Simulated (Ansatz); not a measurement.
Structures of TlBr₃: which is lowest?

Plane-wave DFT in Ansatz with scalar-relativistic PAW potentials, cutoff 500 eV, Γ-centred meshes chosen by cell and gap, Gaussian smearing with energies taken to zero width. Every cell was relaxed (cell and atoms) in a run of its own, within the symmetry of its start. Functional: r2SCAN.

Relaxed structures (starts from databases or built by putting these elements on another compound's sites):
A. Pm-3n, 8 atoms in the computed cell, a = 6.082 Å; sites (symmetry × multiplicity) Tl m-3. × 2, Br -4m.2 × 6; start: built
B. Pm-3m, 4 atoms in the computed cell, a = 4.955 Å; sites (symmetry × multiplicity) Tl m-3m × 1, Br 4/mm.m × 3; start: built

**Question.** Rank them by energy. Could pressure change the order?

**Answer.**
```csv
structure,group,E − E(lowest) (meV/atom),V (Å³/atom),gap on mesh (eV)
A,Pm-3n,0.0,28.13,0.00
B,Pm-3m,220,30.42,0.00
```

A is lowest, 220 meV/atom under B. The lowest is also the densest of these, so pressure wouldn't bring one of the others in at first order. Other structures may lie lower than all of these, and vibrations aren't counted.

Spin-orbit coupling is left out, which matters for the bands of heavy elements. For Tl, Pb and Bi spin-orbit coupling shifts energies too.